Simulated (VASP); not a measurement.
# BeSe (F-43m) in VASP: notebook

One crystal, BeSe, is run at these levels: r2SCAN, PBEsol; tasks: relaxation of the atoms, relaxation of cell and atoms.

Everything below comes from runs of VASP 6.6.1. Logs are shortened: lines on timing, memory, paths and dates and some standing lists are left out, and cuts for length are marked.

### Step 1. The structure

It takes space group F-43m (No. 216, cubic). The conventional cell has a = 5.070 Å, b = 5.070 Å, c = 5.070 Å, α = 90.00°, β = 90.00°, γ = 90.00°. Be (site symmetry -43m) is surrounded by 4 Se at 2.20 Å. Se (site symmetry -43m) has 4 Be at 2.20 Å as nearest neighbours.

### Step 2. Relaxation of the atoms, r2SCAN (a relaxed cell with its volume scaled by 1.06)

INCAR

```
SYSTEM = BeSe
ALGO = Normal ; EDIFF = 1E-7
EDIFFG = -0.01 ; ENCUT = 600
IBRION = 2 ; ISIF = 2
ISMEAR = 0 ; LASPH = .TRUE.
LCHARG = .FALSE. ; LMIXTAU = .TRUE.
LREAL = .FALSE. ; LWAVE = .FALSE.
METAGGA = R2SCAN ; NELM = 80
NSW = 40 ; PREC = Accurate
SIGMA = 0.03
```

KPOINTS

```
k-points
0
G
  10 10 10
  0 0 0
```

POSCAR

```
BeSe                                    
1.0
    0.0000000000      2.6343337102      2.6343337102
    2.6343337102      0.0000000000      2.6343337102
    2.6343337102      2.6343337102      0.0000000000
  Be              Se            
     1     1
Direct
     0.0000000000000000    0.0000000000000000    0.0000000000000000
     0.2500000000000000    0.2500000000000000    0.2500000000000000
```

Potentials or basis: VASP PAW PBE potentials, release 64 (Be, Se).

Launch:

```bash
$ cat potpaw_PBE.64/Be/POTCAR potpaw_PBE.64/Se/POTCAR > POTCAR
$ mpirun -np 1 vasp_std > vasp.out
```

OUTCAR:

```text
SYSTEM = BeSe
   EDIFF = 1E-7
   EDIFFG = -0.01
   ENCUT = 600
   IBRION = 2
   ISIF = 2
   ISMEAR = 0
   LASPH = .TRUE.
   LREAL = .FALSE.
   METAGGA = R2SCAN
   NELM = 80
   NSW = 40
   PREC = Accurate

 ion  position               nearest neighbor table
   1  0.000  0.000  0.000-   2 2.28   2 2.28   2 2.28   2 2.28
   2  0.250  0.250  0.250-   1 2.28   1 2.28   1 2.28   1 2.28

  LATTYP: Found a face centered cubic cell.
 ALAT       =     5.2686674204

  Lattice vectors:

 A1 = (   0.0000000000,   2.6343337102,   2.6343337102)
 A2 = (   2.6343337102,   0.0000000000,   2.6343337102)
 A3 = (   2.6343337102,   2.6343337102,   0.0000000000)

Analysis of symmetry for initial positions (statically):
=====================================================================
 Subroutine PRICEL returns:
 Original cell was already a primitive cell.

 Routine SETGRP: Setting up the symmetry group for a
 face centered cubic supercell.

 Subroutine GETGRP returns: Found 24 space group operations
 (whereof 24 operations were pure point group operations)
 out of a pool of 48 trial point group operations.

The static configuration has the point symmetry T_d .

Analysis of symmetry for dynamics (positions and initial velocities):
=====================================================================
 Subroutine PRICEL returns:
 Original cell was already a primitive cell.

 Routine SETGRP: Setting up the symmetry group for a
 face centered cubic supercell.

 Subroutine GETGRP returns: Found 24 space group operations
 (whereof 24 operations were pure point group operations)
 out of a pool of 48 trial point group operations.

The dynamic configuration has the point symmetry T_d .

 Subroutine INISYM returns: Found 24 space group operations
 (whereof 24 operations are pure point group operations),
 and found     1 'primitive' translations

----------------------------------------------------------------------------------------

                                     Primitive cell

  volume of cell :      36.5630

  direct lattice vectors                    reciprocal lattice vectors
     0.000000000  2.634333710  2.634333710    -0.189801314  0.189801314  0.189801314
     2.634333710  0.000000000  2.634333710     0.189801314 -0.189801314  0.189801314
     2.634333710  2.634333710  0.000000000     0.189801314  0.189801314 -0.189801314

  length of vectors
     3.725510461  3.725510461  3.725510461     0.328745519  0.328745519  0.328745519

  position of ions in fractional coordinates (direct lattice)
     0.000000000  0.000000000  0.000000000
     0.250000000  0.250000000  0.250000000

  ion indices of the primitive-cell ions
   primitive index   ion index
                 1           1
                 2           2

----------------------------------------------------------------------------------------

 KPOINTS: k-points

Automatic generation of k-mesh.
 Grid dimensions read from file:
 generate k-points for:   10   10   10

 Generating k-lattice:

  Cartesian coordinates                     Fractional coordinates (reciprocal lattice)
    -0.018980131  0.018980131  0.018980131     0.100000000  0.000000000  0.000000000
     0.018980131 -0.018980131  0.018980131     0.000000000  0.100000000  0.000000000
     0.018980131  0.018980131 -0.018980131     0.000000000  0.000000000  0.100000000

  Length of vectors
     0.032874552  0.032874552  0.032874552

  Shift w.r.t. Gamma in fractional coordinates (k-lattice)
     0.000000000  0.000000000  0.000000000

 Subroutine IBZKPT returns following result:
 ===========================================

 Found     47 irreducible k-points:

 Following reciprocal coordinates:
            Coordinates               Weight
  0.000000  0.000000  0.000000      1.000000
  0.100000  0.000000  0.000000      8.000000
  0.200000  0.000000  0.000000      8.000000
  0.300000  0.000000  0.000000      8.000000
  0.400000  0.000000  0.000000      8.000000
  0.500000  0.000000  0.000000      4.000000
[... 16 lines left out ...]
  0.300000  0.300000  0.000000      6.000000
  0.400000  0.300000  0.000000     24.000000
 [... further k-points ...]
   k-points           NKPTS =     47   k-points in BZ     NKDIM =     47   number of bands    NBANDS=      8
   number of dos      NEDOS =    301   number of ions     NIONS =      2
   total plane-waves  NPLWV =  27000
   dimension x,y,z NGX =    30 NGY =   30 NGZ =   30
   dimension x,y,z NGXF=    60 NGYF=   60 NGZF=   60
   ions per type =               1   1
   NGX,Y,Z   is equivalent  to a cutoff of  13.39, 13.39, 13.39 a.u.
   NGXF,Y,Z  is equivalent  to a cutoff of  26.77, 26.77, 26.77 a.u.
 SYSTEM =  BeSe
   PREC   = accura    normal or accurate (medium, high low for compatibility)
   ISTART =      0    job   : 0-new  1-cont  2-samecut
   ICHARG =      2    charge: 1-file 2-atom 10-const
   ISPIN  =      1    spin polarized calculation?
   LNONCOLLINEAR =      F non collinear calculations
   LSORBIT =      F    spin-orbit coupling
   LASPH  =      T    aspherical Exc in radial PAW
   ENCUT  =  600.0 eV  44.10 Ry    6.64 a.u.   7.44  7.44  7.44*2*pi/ulx,y,z
   NELM   =     80;   NELMIN=  2; NELMDL= -5     # of ELM steps
   EDIFF  = 0.1E-06   stopping-criterion for ELM
   LREAL  =      F    real-space projection
   EDIFFG = -.1E-01   stopping-criterion for IOM
   NSW    =     40    number of steps for IOM
   IBRION =      2    ionic relax: 0-MD 1-quasi-New 2-CG
   NFREE  =      1    steps in history (QN), initial steepest desc. (CG)
   ISIF   =      2    stress and relaxation
   ISYM   =      2    0-nonsym 1-usesym 2-fastsym
   POTIM  = 0.5000    time-step for ionic-motion
   TEBEG  =    0.0;   TEEND  =   0.0 temperature during run
   PSTRESS=    0.0 pullay stress
   NELECT =       8.0000    total number of electrons
   NUPDOWN=      -1.0000    fix difference up-down
   EMIN   =  10.00;   EMAX   =-10.00  energy-range for DOS
   EFERMI =   0.00;   METHOD = LEGACY
   ISMEAR =     0;   SIGMA  =   0.03  broadening in eV -4-tet -1-fermi 0-gaus
   EFERMI_NEDOS =   21; number of points for ismear=-14 and -15
   IALGO  =     38    algorithm
   IMIX   =      4    mixing-type and parameters
     AMIX     =   0.40;   BMIX     =  1.00
     AMIX_MAG =   1.60;   BMIX_MAG =  1.00
  volume/ion in A,a.u.               =      18.28       123.37
  Fermi-wavevector in a.u.,A,eV,Ry     =   0.986485  1.864187 13.240559  0.973154
  Thomas-Fermi vector in A             =   2.117870
   LORBIT       =      0    0 simple, 1 ext, 2 COOP (PROOUT), +10 PAW based schemes
   METAGGA = R2SCAN    functional components
   LHFCALC =     F    Hartree Fock is set to
   AEXX    =    0.0000 exact exchange contribution
   IVDW    =     0    specifies the selected vdW correction
   LEPSILON=     F    determine dielectric tensor
   LRPA    =     F    only Hartree local field effects (RPA)
 conjugate gradient relaxation of ions
 non-spin polarized calculation
 Gauss-broadening in eV      SIGMA  =   0.03
  energy-cutoff  :      600.00
  volume of cell :       36.56
 maximum number of plane-waves:      1243
 NGX is ok and might be reduce to    30
   NGX = 15   NGY = 15   NGZ = 15

 number of electron       8.0000000 magnetization

 Free energy of the ion-electron system (eV)
  ---------------------------------------------------
  ext. energy  EPLUGINS =         0.00000000
  ---------------------------------------------------
  free energy    TOTEN  =       -20.50158130 eV

  energy without entropy =      -20.50158130  energy(sigma->0) =      -20.50158130

 E-fermi :   2.6522     XC(G=0):  -9.5529

 val. band max:        2.4526403509   @ k =   0.0000   0.0000   0.0000
 cond. band min:       5.6962330934   @ k =   0.5000   0.5000   0.0000
 fundamental gap:      3.2435927425
 Fermi energy:         2.6522400870

 k-point     1 :       0.0000    0.0000    0.0000
  band No.  band energies     occupation
      1     -11.4191      2.00000
      2       2.4526      2.00000
      3       2.4526      2.00000
      4       2.4526      2.00000
      5       7.0217      0.00000
      6       8.0540      0.00000
      7       8.0540      0.00000
      8       8.0540      0.00000

 k-point     2 :       0.1000    0.0000    0.0000
  band No.  band energies     occupation
      1     -11.3258      2.00000
      2       1.6046      2.00000
      3       2.3280      2.00000
      4       2.3280      2.00000
      5       7.3589      0.00000
      6       8.2748      0.00000
      7       8.2748      0.00000
      8       8.5765      0.00000

 k-point     3 :       0.2000    0.0000    0.0000
  band No.  band energies     occupation
      1     -11.0630      2.00000
      2       0.0215      2.00000
      3       2.0416      2.00000
      4       2.0416      2.00000
      5       7.3834      0.00000
      6       8.7307      0.00000
      7       8.7307      0.00000
      8      10.1764      0.00000

 k-point     4 :       0.3000    0.0000    0.0000
  band No.  band energies     occupation
      1     -10.6911      2.00000
      2      -1.4779      2.00000
      3       1.7441      2.00000
      4       1.7441      2.00000
      5       7.2693      0.00000
      6       9.0113      0.00000
      7       9.0113      0.00000
      8      11.8360      0.00000

 k-point     5 :       0.4000    0.0000    0.0000
  band No.  band energies     occupation
      1     -10.3359      2.00000
      2      -2.5542      2.00000
      3       1.5356      2.00000
      4       1.5356      2.00000
      5       7.1728      0.00000
      6       9.0227      0.00000
      7       9.0227      0.00000
      8      12.8228      0.00000

 k-point     6 :       0.5000    0.0000    0.0000
  band No.  band energies     occupation
      1     -10.1821      2.00000
      2      -2.9540      2.00000
      3       1.4619      2.00000
      4       1.4619      2.00000
      5       7.1371      0.00000
      6       8.9896      0.00000
      7       8.9896      0.00000
      8      13.0174      0.00000

 k-point     7 :       0.1000    0.1000    0.0000
  band No.  band energies     occupation
      1     -11.2946      2.00000
      2       1.7129      2.00000
      3       2.0837      2.00000
      4       2.0837      2.00000
      5       7.5321      0.00000
      6       8.1087      0.00000
      7       8.6500      0.00000
      8       8.6500      0.00000
[... 133 lines left out ...]
 k-point    20 :      -0.4000    0.2000    0.0000
  band No.  band energies     occupation
      1     -10.0147      2.00000
      2      -2.5054      2.00000
      3      -0.2018      2.00000
      4       1.0539      2.00000
      5       7.6639      0.00000
      6       9.8250      0.00000
      7      10.3298      0.00000
      8      12.7382      0.00000

 k-point    21 :      -0.3000    0.2000    0.0000
  band No.  band energies     occupation
      1     -10.2281      2.00000
      2      -1.9902      2.00000
      3      -0.2005      2.00000
      4       1.4034      2.00000
      5       8.0240      0.00000
      6       9.8424      0.00000
      7       9.9241      0.00000
      8      11.6503      0.00000

 k-point    22 :      -0.2000    0.2000    0.0000
  band No.  band energies     occupation
      1     -10.5643      2.00000
      2      -1.2016      2.00000
      3       0.2503      2.00000
      4       1.7968      2.00000
      5       8.2698      0.00000
      6       9.3290      0.00000
      7       9.6040      0.00000
      8      10.6052      0.00000

 k-point    23 :       0.3000    0.3000    0.0000
  band No.  band energies     occupation
      1     -10.4457      2.00000
      2      -1.0205      2.00000
      3       0.6215      2.00000
      4       0.6215      2.00000
      5       6.4913      0.00000
      6       8.1598      0.00000
      7      11.8334      0.00000
      8      11.8334      0.00000

 k-point    24 :       0.4000    0.3000    0.0000
  band No.  band energies     occupation
      1     -10.1642      2.00000
      2      -1.6605      2.00000
      3       0.1650      2.00000
      4       0.4106      2.00000
      5       6.4955      0.00000
      6       8.0763      0.00000
      7      12.1049      0.00000
      8      12.4007      0.00000

 [... further k-points ...]

------------------------ aborting loop because EDIFF is reached ----------------------------------------

  FORCE on cell =-STRESS in cart. coord.  units (eV):
  Direction    XX          YY          ZZ          XY          YZ          ZX
  --------------------------------------------------------------------------------------
  -------------------------------------------------------------------------------------
  Total       -0.9564897     -0.9564897     -0.9564897     -0.0000000     -0.0000000     -0.0000000
  in kB      -41.9129768    -41.9129768    -41.9129768     -0.0000000     -0.0000000     -0.0000000
  external PRESSURE =     -41.9129768 kB  Pullay stress =       0.0000000 kB

 VOLUME and BASIS-vectors are now :
 -----------------------------------------------------------------------------
  energy-cutoff  :      600.00
  volume of cell :       36.56
      direct lattice vectors                 reciprocal lattice vectors
     0.000000000  2.634333710  2.634333710    -0.189801314  0.189801314  0.189801314
     2.634333710  0.000000000  2.634333710     0.189801314 -0.189801314  0.189801314
     2.634333710  2.634333710  0.000000000     0.189801314  0.189801314 -0.189801314

 POSITION                                       TOTAL-FORCE (eV/Angst)
 -----------------------------------------------------------------------------------
      0.00000      0.00000      0.00000        -0.000000     -0.000000     -0.000000
      1.31717      1.31717      1.31717         0.000000      0.000000      0.000000
 -----------------------------------------------------------------------------------
    total drift:                                0.000000      0.000000      0.000000

  FREE ENERGIE OF THE ION-ELECTRON SYSTEM (eV)
  ---------------------------------------------------
  free  energy   TOTEN  =       -20.5015813040 eV

  energy  without entropy=      -20.5015813040  energy(sigma->0) =      -20.50158130

 reached required accuracy - stopping structural energy minimisation
```

It took 76 s on 1 thread of Intel Xeon Platinum 8488C (Sapphire Rapids), shared host; peak memory 0.18 GiB.

Results:

- Free energy: -20.5016 eV
- Pressure after relaxing: -4.2 GPa
- Band gap on the k mesh: 3.24 eV, indirect (least direct gap 4.57 eV)

Final structure:
```
CELL_PARAMETERS angstrom
0.00000 2.63433 2.63433
2.63433 0.00000 2.63433
2.63433 2.63433 0.00000
ATOMIC_POSITIONS crystal
Be 0.00000 0.00000 0.00000
Se 0.25000 0.25000 0.25000
```

Caveat: the relaxation stopped at its first step, so nothing moved; the PAW data sets were made with another functional, which shifts forces and pressure a little. A k mesh can miss the band edges.

### Step 3. Relaxation of cell and atoms, PBEsol

INCAR

```
SYSTEM = BeSe
ALGO = Normal ; EDIFF = 1E-6
EDIFFG = -0.01 ; ENCUT = 600
GGA = PS ; IBRION = 2
ISIF = 3 ; ISMEAR = 0
LASPH = .True. ; LCHARG = .False.
LREAL = .False. ; LWAVE = .False.
NELM = 80 ; NSW = 90
PREC = Accurate ; SIGMA = 0.03
```

KPOINTS

```
k-points
0
Gamma
  10 10 10
  0 0 0
```

POSCAR

```
BeSe
1.0
    0.0000000000      2.5350000000      2.5350000000
    2.5350000000      0.0000000000      2.5350000000
    2.5350000000      2.5350000000      0.0000000000
Be Se
1 1
Direct
    0.0000000000      0.0000000000      0.0000000000
    0.2500000000      0.2500000000      0.2500000000
```

Potentials or basis: VASP PAW PBE potentials, release 64 (Be, Se).

Launch:

```bash
$ cat potpaw_PBE.64/Be/POTCAR potpaw_PBE.64/Se/POTCAR > POTCAR
$ mpirun -np 1 vasp_std > vasp.out
```

Run time: 16 s. Hardware: 1 thread of Intel Xeon 6975P-C (Granite Rapids), shared host; peak memory 0.17 GiB.

It converged, with:

```
Free energy                            : -9.4500 eV
Relaxed volume                         : 16.92 Å³/atom
Relaxed cell                           : a = 3.631 Å, b = 3.631 Å, c = 3.631 Å, α = 60.00°, β = 60.00°, γ = 60.00°
Space group after relaxing (to 0.05 Å) : F-43m (No. 216)
Energy gained by relaxing              : 6.3 meV/atom
Ionic steps                            : 3
Pressure after relaxing                : 0.0 GPa
Band gap on the k mesh                 : 2.46 eV, indirect (least direct gap 4.26 eV)
```

The path:
| step | energy change (eV) | largest force (eV/Å) | pressure (GPa) | volume (Å³) |
| --- | --- | --- | --- | --- |
| 1 | 0.0000 | 0.0000 | 3.28 | 32.58 |
| 2 | -0.0119 | 0.0000 | -0.78 | 34.18 |
| 3 | -0.0126 | 0.0000 | 0.03 | 33.85 |

Final structure:
```yaml
crystal:
  lattice:
    - [0.00000, 2.56743, 2.56743]
    - [2.56743, 0.00000, 2.56743]
    - [2.56743, 2.56743, 0.00000]
  atoms:
    - { symbol: Be, position: [0.00000, 0.00000, 0.00000] }
    - { symbol: Se, position: [0.25000, 0.25000, 0.25000] }
```

Levels at points of the mesh, in eV from the valence-band top:
```csv
k point,band 1,band 2,band 3,band 4,band 5,band 6,band 7,band 8
"(0.00, 0.00, 0.00)",-13.87,0.00,0.00,0.00,4.26,4.98,4.98,4.98
"(0.50, 0.00, 0.00)",-12.50,-5.79,-1.09,-1.09,4.28,5.91,5.91,9.82
"(0.50, 0.50, 0.00)",-12.03,-5.14,-2.70,-2.70,2.46,4.12,11.73,11.73
```

Caveat: the PAW data sets were made with another functional, which shifts forces and pressure a little. Zero-point motion and thermal expansion aren't in these numbers.

[end of part 1 of 2]
